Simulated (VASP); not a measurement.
# InAs (F-43m) in VASP: notebook

One crystal, InAs, is run at these levels: PBEsol; tasks: relaxation of cell and atoms.

Everything below comes from runs of VASP 6.6.1. Logs are shortened: lines on timing, memory, paths and dates and some standing lists are left out, and cuts for length are marked.

**1. The crystal as given**

Symmetry: F-43m, No. 216, cubic system. Conventional cell: a = 6.036 Å, b = 6.036 Å, c = 6.036 Å, α = 90.00°, β = 90.00°, γ = 90.00°. In (site symmetry -43m) is surrounded by 4 As at 2.61 Å. As (site symmetry -43m) has 4 In at 2.61 Å as nearest neighbours.

**2. Relaxation of cell and atoms, PBEsol**

File INCAR:

```
SYSTEM = InAs
PREC = Accurate
ENCUT = 600
EDIFF = 1E-6
ISMEAR = 0
SIGMA = 0.03
LREAL = .False.
LASPH = .True.
NELM = 80
ALGO = Normal
ISIF = 3
LWAVE = .False.
LCHARG = .False.
GGA = PS
IBRION = 2
NSW = 90
EDIFFG = -0.01
KPAR = 4
```

File KPOINTS:

```
Automatic mesh
0
Gamma
  10 10 10
  0 0 0
```

File POSCAR:

```
InAs
1.0
    0.0000000000      3.0180000000      3.0180000000
    3.0180000000      0.0000000000      3.0180000000
    3.0180000000      3.0180000000      0.0000000000
In As
1 1
Direct
    0.0000000000      0.0000000000      0.0000000000
    0.2500000000      0.2500000000      0.2500000000
```

Potentials or basis: VASP PAW PBE potentials, release 64 (In_d, As).

Started as:

```sh
cat potpaw_PBE.64/In_d/POTCAR potpaw_PBE.64/As/POTCAR > POTCAR
mpirun -np 4 vasp_std > vasp.out
```

OUTCAR:

```text
SYSTEM = InAs
   PREC = Accurate
   ENCUT = 600
   EDIFF = 1E-6
   ISMEAR = 0
   LREAL = .False.
   LASPH = .True.
   NELM = 80
   ISIF = 3
   GGA = PS
   IBRION = 2
   NSW = 90
   EDIFFG = -0.01

 ion  position               nearest neighbor table
   1  0.000  0.000  0.000-   2 2.61   2 2.61   2 2.61   2 2.61
   2  0.250  0.250  0.250-   1 2.61   1 2.61   1 2.61   1 2.61

  LATTYP: Found a face centered cubic cell.
 ALAT       =     6.0360000000

  Lattice vectors:

 A1 = (   0.0000000000,   3.0180000000,   3.0180000000)
 A2 = (   3.0180000000,   0.0000000000,   3.0180000000)
 A3 = (   3.0180000000,   3.0180000000,   0.0000000000)

Analysis of symmetry for initial positions (statically):
=====================================================================
 Subroutine PRICEL returns:
 Original cell was already a primitive cell.

 Routine SETGRP: Setting up the symmetry group for a
 face centered cubic supercell.

 Subroutine GETGRP returns: Found 24 space group operations
 (whereof 24 operations were pure point group operations)
 out of a pool of 48 trial point group operations.

The static configuration has the point symmetry T_d .

Analysis of symmetry for dynamics (positions and initial velocities):
=====================================================================
 Subroutine PRICEL returns:
 Original cell was already a primitive cell.

 Routine SETGRP: Setting up the symmetry group for a
 face centered cubic supercell.

 Subroutine GETGRP returns: Found 24 space group operations
 (whereof 24 operations were pure point group operations)
 out of a pool of 48 trial point group operations.

The dynamic configuration has the point symmetry T_d .

 Subroutine INISYM returns: Found 24 space group operations
 (whereof 24 operations are pure point group operations),
 and found     1 'primitive' translations

----------------------------------------------------------------------------------------

                                     Primitive cell

  volume of cell :      54.9778

  direct lattice vectors                    reciprocal lattice vectors
     0.000000000  3.018000000  3.018000000    -0.165672631  0.165672631  0.165672631
     3.018000000  0.000000000  3.018000000     0.165672631 -0.165672631  0.165672631
     3.018000000  3.018000000  0.000000000     0.165672631  0.165672631 -0.165672631

  length of vectors
     4.268096531  4.268096531  4.268096531     0.286953414  0.286953414  0.286953414

  position of ions in fractional coordinates (direct lattice)
     0.000000000  0.000000000  0.000000000
     0.250000000  0.250000000  0.250000000

  ion indices of the primitive-cell ions
   primitive index   ion index
                 1           1
                 2           2

----------------------------------------------------------------------------------------

 KPOINTS: Automatic mesh

Automatic generation of k-mesh.
 Grid dimensions read from file:
 generate k-points for:   10   10   10

 Generating k-lattice:

  Cartesian coordinates                     Fractional coordinates (reciprocal lattice)
    -0.016567263  0.016567263  0.016567263     0.100000000  0.000000000  0.000000000
     0.016567263 -0.016567263  0.016567263     0.000000000  0.100000000  0.000000000
     0.016567263  0.016567263 -0.016567263     0.000000000  0.000000000  0.100000000

  Length of vectors
     0.028695341  0.028695341  0.028695341

  Shift w.r.t. Gamma in fractional coordinates (k-lattice)
     0.000000000  0.000000000  0.000000000

 Subroutine IBZKPT returns following result:
 ===========================================

 Found     47 irreducible k-points:

 Following reciprocal coordinates:
            Coordinates               Weight
  0.000000  0.000000  0.000000      1.000000
  0.100000  0.000000  0.000000      8.000000
  0.200000  0.000000  0.000000      8.000000
  0.300000  0.000000  0.000000      8.000000
  0.400000  0.000000  0.000000      8.000000
  0.500000  0.000000  0.000000      4.000000
[... 16 lines left out ...]
  0.300000  0.300000  0.000000      6.000000
  0.400000  0.300000  0.000000     24.000000
 [... further k-points ...]
   k-points           NKPTS =     47   k-points in BZ     NKDIM =     47   number of bands    NBANDS=     13
   number of dos      NEDOS =    301   number of ions     NIONS =      2
   total plane-waves  NPLWV =  46656
   dimension x,y,z NGX =    36 NGY =   36 NGZ =   36
   dimension x,y,z NGXF=    72 NGYF=   72 NGZF=   72
   ions per type =               1   1
   NGX,Y,Z   is equivalent  to a cutoff of  14.02, 14.02, 14.02 a.u.
   NGXF,Y,Z  is equivalent  to a cutoff of  28.04, 28.04, 28.04 a.u.
 SYSTEM =  InAs
   PREC   = accura    normal or accurate (medium, high low for compatibility)
   ISTART =      0    job   : 0-new  1-cont  2-samecut
   ICHARG =      2    charge: 1-file 2-atom 10-const
   ISPIN  =      1    spin polarized calculation?
   LNONCOLLINEAR =      F non collinear calculations
   LSORBIT =      F    spin-orbit coupling
   LASPH  =      T    aspherical Exc in radial PAW
   ENCUT  =  600.0 eV  44.10 Ry    6.64 a.u.   8.52  8.52  8.52*2*pi/ulx,y,z
   NELM   =     80;   NELMIN=  2; NELMDL= -5     # of ELM steps
   EDIFF  = 0.1E-05   stopping-criterion for ELM
   LREAL  =      F    real-space projection
   EDIFFG = -.1E-01   stopping-criterion for IOM
   NSW    =     90    number of steps for IOM
   IBRION =      2    ionic relax: 0-MD 1-quasi-New 2-CG
   NFREE  =      1    steps in history (QN), initial steepest desc. (CG)
   ISIF   =      3    stress and relaxation
   ISYM   =      2    0-nonsym 1-usesym 2-fastsym
   POTIM  = 0.5000    time-step for ionic-motion
   TEBEG  =    0.0;   TEEND  =   0.0 temperature during run
   PSTRESS=    0.0 pullay stress
   NELECT =      18.0000    total number of electrons
   NUPDOWN=      -1.0000    fix difference up-down
   EMIN   =  10.00;   EMAX   =-10.00  energy-range for DOS
   EFERMI =   0.00;   METHOD = LEGACY
   ISMEAR =     0;   SIGMA  =   0.03  broadening in eV -4-tet -1-fermi 0-gaus
   EFERMI_NEDOS =   21; number of points for ismear=-14 and -15
   IALGO  =     38    algorithm
   IMIX   =      4    mixing-type and parameters
     AMIX     =   0.40;   BMIX     =  1.00
     AMIX_MAG =   1.60;   BMIX_MAG =  1.00
  volume/ion in A,a.u.               =      27.49       185.50
  Fermi-wavevector in a.u.,A,eV,Ry     =   1.128331  2.132236 17.321990  1.273130
  Thomas-Fermi vector in A             =   2.265020
   LORBIT       =      0    0 simple, 1 ext, 2 COOP (PROOUT), +10 PAW based schemes
   GGA     = PS    functional components
   LHFCALC =     F    Hartree Fock is set to
   AEXX    =    0.0000 exact exchange contribution
   IVDW    =     0    specifies the selected vdW correction
   LEPSILON=     F    determine dielectric tensor
   LRPA    =     F    only Hartree local field effects (RPA)
 conjugate gradient relaxation of ions
 non-spin polarized calculation
 Gauss-broadening in eV      SIGMA  =   0.03
  energy-cutoff  :      600.00
  volume of cell :       54.98
 maximum number of plane-waves:      1854
 NGX is ok and might be reduce to    36
   NGX = 17   NGY = 17   NGZ = 17

--------------------------------------- Ionic step        1  -------------------------------------------

 number of electron      18.0000003 magnetization

 Free energy of the ion-electron system (eV)
  ---------------------------------------------------
  ext. energy  EPLUGINS =         0.00000000
  ---------------------------------------------------
  free energy    TOTEN  =        -8.48258744 eV

  energy without entropy =       -8.48254116  energy(sigma->0) =       -8.48256430

 E-fermi :   4.4372     XC(G=0):  -9.3082

 val. band max:        4.4280757956   @ k =   0.0000   0.0000   0.0000
 cond. band min:       5.3138913391   @ k =   0.5000   0.0000   0.0000
 fundamental gap:      0.8858155435
 Fermi energy:         4.4372128700

 k-point     1 :       0.0000    0.0000    0.0000
  band No.  band energies     occupation
      1      -9.9157      2.00000
      2      -9.9157      2.00000
      3      -9.9157      2.00000
      4      -9.7854      2.00000
      5      -9.7854      2.00000
      6      -7.4982      2.00000
      7       4.1730      2.00000
      8       4.4281      1.33333
      9       4.4281      1.33333
     10       4.4281      1.33333
     11       8.2865      0.00000
     12       8.2865      0.00000
     13       8.2865      0.00000

 k-point     2 :       0.1000    0.0000    0.0000
  band No.  band energies     occupation
      1      -9.9299      2.00000
      2      -9.9117      2.00000
      3      -9.9117      2.00000
      4      -9.7855      2.00000
      5      -9.7855      2.00000
      6      -7.3919      2.00000
      7       2.8805      2.00000
      8       4.2966      2.00000
      9       4.2966      2.00000
     10       5.3430      0.00000
     11       8.3433      0.00000
     12       8.4787      0.00000
     13       8.4787      0.00000
[... 401 lines left out ...]
 VOLUME and BASIS-vectors are now :
 -----------------------------------------------------------------------------
  energy-cutoff  :      600.00
  volume of cell :       57.21
      direct lattice vectors                 reciprocal lattice vectors
    -0.000000000  3.058384205  3.058384205    -0.163485019  0.163485019  0.163485019
     3.058384205 -0.000000000  3.058384205     0.163485019 -0.163485019  0.163485019
     3.058384205  3.058384205 -0.000000000     0.163485019  0.163485019 -0.163485019

 POSITION                                       TOTAL-FORCE (eV/Angst)
 -----------------------------------------------------------------------------------
      0.00000      0.00000      0.00000         0.000000      0.000000      0.000000
      1.52919      1.52919      1.52919        -0.000000     -0.000000     -0.000000
 -----------------------------------------------------------------------------------
    total drift:                               -0.000000     -0.000000     -0.000000

  FREE ENERGIE OF THE ION-ELECTRON SYSTEM (eV)
  ---------------------------------------------------
  free  energy   TOTEN  =        -8.4884693406 eV

  energy  without entropy=       -8.4884230619  energy(sigma->0) =       -8.48844620

--------------------------------------- Ionic step        3  -------------------------------------------

 number of electron      18.0000003 magnetization

 Free energy of the ion-electron system (eV)
  ---------------------------------------------------
  ext. energy  EPLUGINS =         0.00000000
  ---------------------------------------------------
  free energy    TOTEN  =        -8.49004261 eV

  energy without entropy =       -8.48999633  energy(sigma->0) =       -8.49001947

 E-fermi :   4.1651     XC(G=0):  -9.1897

 val. band max:        4.1559976011   @ k =   0.0000   0.0000   0.0000
 cond. band min:       4.9842054439   @ k =   0.5000   0.0000   0.0000
 fundamental gap:      0.8282078428
 Fermi energy:         4.1651346726

 k-point     1 :       0.0000    0.0000    0.0000
  band No.  band energies     occupation
      1     -10.1329      2.00000
      2     -10.1329      2.00000
      3     -10.1329      2.00000
      4     -10.0138      2.00000
      5     -10.0138      2.00000
      6      -7.5955      2.00000
      7       3.7638      2.00000
      8       4.1560      1.33333
      9       4.1560      1.33333
     10       4.1560      1.33333
     11       8.0026      0.00000
     12       8.0026      0.00000
     13       8.0026      0.00000

 k-point     2 :       0.1000    0.0000    0.0000
  band No.  band energies     occupation
      1     -10.1454      2.00000
      2     -10.1293      2.00000
      3     -10.1293      2.00000
      4     -10.0139      2.00000
      5     -10.0139      2.00000
      6      -7.4945      2.00000
      7       2.5749      2.00000
      8       4.0306      2.00000
      9       4.0306      2.00000
     10       4.9895      0.00000
     11       8.0461      0.00000
     12       8.1880      0.00000
     13       8.1880      0.00000
[... 365 lines left out ...]
 VOLUME and BASIS-vectors are now :
 -----------------------------------------------------------------------------
  energy-cutoff  :      600.00
  volume of cell :       56.49
      direct lattice vectors                 reciprocal lattice vectors
    -0.000000000  3.045454063  3.045454063    -0.164179130  0.164179130  0.164179130
     3.045454063 -0.000000000  3.045454063     0.164179130 -0.164179130  0.164179130
     3.045454063  3.045454063 -0.000000000     0.164179130  0.164179130 -0.164179130

 POSITION                                       TOTAL-FORCE (eV/Angst)
 -----------------------------------------------------------------------------------
      0.00000      0.00000      0.00000         0.000000     -0.000000      0.000000
      1.52273      1.52273      1.52273        -0.000000      0.000000     -0.000000
 -----------------------------------------------------------------------------------
    total drift:                               -0.000000     -0.000000     -0.000000

  FREE ENERGIE OF THE ION-ELECTRON SYSTEM (eV)
  ---------------------------------------------------
  free  energy   TOTEN  =        -8.4900426076 eV

  energy  without entropy=       -8.4899963289  energy(sigma->0) =       -8.49001947

 reached required accuracy - stopping structural energy minimisation
```

Wall time 32 s (4 MPI ranks of Intel Xeon Platinum 8559C (Emerald Rapids), shared host); peak memory 0.24 GiB.

Results:

| Quantity | Value |
| --- | --- |
| Free energy | -8.4900 eV |
| Relaxed volume | 28.25 Å³/atom |
| Relaxed cell | a = 4.307 Å, b = 4.307 Å, c = 4.307 Å, α = 60.00°, β = 60.00°, γ = 60.00° |
| Space group after relaxing (to 0.05 Å) | F-43m (No. 216) |
| Energy gained by relaxing | 3.7 meV/atom |
| Ionic steps | 3 |
| Pressure after relaxing | 0.0 GPa |
| Band gap on the k mesh | none (metal or under the smearing width) |

Step by step:
```csv
step,energy change (eV),largest force (eV/Å),pressure (GPa),volume (Å³)
1,0.0000,0.0000,1.62,54.98
2,-0.0059,0.0000,-0.70,57.21
3,-0.0075,0.0000,0.01,56.49
```

Final structure:
```cif
data_structure
_symmetry_space_group_name_H-M 'P 1'
_symmetry_Int_Tables_number 1
_cell_length_a 4.3069
_cell_length_b 4.3069
_cell_length_c 4.3069
_cell_angle_alpha 60.000
_cell_angle_beta 60.000
_cell_angle_gamma 60.000
_cell_volume 56.49
loop_
_atom_site_label
_atom_site_type_symbol
_atom_site_fract_x
_atom_site_fract_y
_atom_site_fract_z
_atom_site_occupancy
In1 In 0.00000 0.00000 0.00000 1
As1 As 0.25000 0.25000 0.25000 1
```

Caveat: the PAW data sets were made with another functional, which shifts forces and pressure a little; this crystal is a semiconductor, whose small gap the functional closes, so the metal is an error of the method. Zero-point motion and thermal expansion aren't in these numbers.

**3. Relaxation of cell and atoms, PBEsol**

This run uses another cell than the first one, of 28.25 Å³/atom, 1.028 times its volume.

Edit INCAR of step 2 so:

```diff
@@ -3,3 +3,3 @@
 ENCUT = 600
-EDIFF = 1E-6
+EDIFF = 1E-7
 ISMEAR = 0
@@ -16,3 +16,3 @@
 NSW = 90
-EDIFFG = -0.01
+EDIFFG = -0.005
 KPAR = 4
```

KPOINTS is that of step 2.

File POSCAR:

```
InAs                                    
1.0
   -0.0000000000      3.0454540631      3.0454540631
    3.0454540631     -0.0000000000      3.0454540631
    3.0454540631      3.0454540631     -0.0000000000
  In              As            
     1     1
Direct
     0.0000000000000000    0.0000000000000000    0.0000000000000000
     0.2500000000000000    0.2500000000000000    0.2500000000000000
```

Potentials or basis: VASP PAW PBE potentials, release 64 (In_d, As).

Started as:

```sh
cat potpaw_PBE.64/In_d/POTCAR potpaw_PBE.64/As/POTCAR > POTCAR
mpirun -np 4 vasp_std > vasp.out
```

Run time: 23 s. Hardware: 4 MPI ranks of Intel Xeon Platinum 8559C (Emerald Rapids), shared host; peak memory 0.22 GiB.

The run converged. Its results:

```yaml
Free_energy: -8.4902 eV
Pressure_after_relaxing: 0.0 GPa
Band_gap_on_the_k_mesh: none (metal or under the smearing width)
```

Final structure:
```
In As
1.0
     0.00000    3.04545    3.04545
     3.04545    0.00000    3.04545
     3.04545    3.04545    0.00000
In As
1 1
Direct
  0.00000 0.00000 0.00000
  0.25000 0.25000 0.25000
```

Levels at points of the mesh, in eV from the Fermi level:
```csv
k point,band 5,band 6,band 7,band 8,band 9,band 10,band 11,band 12,band 13
"(0.00, 0.00, 0.00)",-14.18,-11.76,-0.40,-0.01,-0.01,-0.01,3.84,3.84,3.84
"(0.50, 0.00, 0.00)",-14.17,-10.34,-5.71,-0.97,-0.97,0.82,4.60,4.60,6.68
"(0.50, 0.50, 0.00)",-14.16,-9.82,-5.80,-2.28,-2.28,1.47,1.97,8.93,9.06
```

Caveat: the relaxation stopped at its first step, so nothing moved; the PAW data sets were made with another functional, which shifts forces and pressure a little; this crystal is a semiconductor, whose small gap the functional closes, so the metal is an error of the method.

**4. Relaxation of cell and atoms, PBEsol**

File INCAR:

```
PREC = Accurate
ENCUT = 600
EDIFF = 1E-6
ISMEAR = 0
SIGMA = 0.03
LREAL = False
LASPH = True
NELM = 80
ALGO = Normal
ISIF = 3
LWAVE = False
LCHARG = False
GGA = PS
IBRION = 2
NSW = 90
EDIFFG = -0.01
KPAR = 4
```

File KPOINTS:

```
regular mesh
0
Gamma
  10 10 10
```

File POSCAR:

```
InAs
1.0
    0.0000000000      3.0180000000      3.0180000000
    3.0180000000      0.0000000000      3.0180000000
    3.0180000000      3.0180000000      0.0000000000
In As
1 1
Direct
    0.0000000000      0.0000000000      0.0000000000
    0.2500000000      0.2500000000      0.2500000000
```

Started as:

```sh
cat potpaw_PBE.64/In_d/POTCAR potpaw_PBE.64/As/POTCAR > POTCAR
mpirun -np 4 vasp_std > vasp.out
```

It took 57 s on 4 MPI ranks of Intel Xeon Platinum 8259CL at 2.50GHz (Skylake/Cascade Lake), shared host; peak memory 0.24 GiB.

The run converged. Its results:

```yaml
Free_energy: -8.4900 eV
Relaxed_volume: 28.25 Å³/atom
Relaxed_cell: a = 4.307 Å, b = 4.307 Å, c = 4.307 Å, α = 60.00°, β = 60.00°, γ = 60.00°
Space_group_after_relaxing_to_0.05_Å: F-43m (No. 216)
Energy_gained_by_relaxing: 3.7 meV/atom
Ionic_steps: 3
Pressure_after_relaxing: 0.0 GPa
Band_gap_on_the_k_mesh: none (metal or under the smearing width)
```

Step by step:
```csv
step,energy change (eV),largest force (eV/Å),pressure (GPa),volume (Å³)
1,0.0000,0.0000,1.62,54.98
2,-0.0059,0.0000,-0.70,57.21
3,-0.0075,0.0000,0.01,56.49
```

Final structure:
```cif
data_structure
_symmetry_space_group_name_H-M 'P 1'
_symmetry_Int_Tables_number 1
_cell_length_a 4.3069
_cell_length_b 4.3069
_cell_length_c 4.3069
_cell_angle_alpha 60.000
_cell_angle_beta 60.000
_cell_angle_gamma 60.000
_cell_volume 56.49
loop_
_atom_site_label
_atom_site_type_symbol
_atom_site_fract_x
_atom_site_fract_y
_atom_site_fract_z
_atom_site_occupancy
In1 In 0.00000 0.00000 0.00000 1
As1 As 0.25000 0.25000 0.25000 1
```

Levels at points of the mesh, in eV from the Fermi level:
```csv
k point,band 7,band 8,band 9,band 10,band 11,band 12
"(0.00, 0.00, 0.00)",-0.40,-0.01,-0.01,-0.01,3.84,3.84
"(0.50, 0.00, 0.00)",-5.71,-0.97,-0.97,0.82,4.60,4.60
"(0.50, 0.50, 0.00)",-5.80,-2.28,-2.28,1.47,1.97,8.93
```

Caveat: the PAW data sets were made with another functional, which shifts forces and pressure a little; this crystal is a semiconductor, whose small gap the functional closes, so the metal is an error of the method. Zero-point motion and thermal expansion aren't in these numbers.

(Continued in part 2 of 2.)
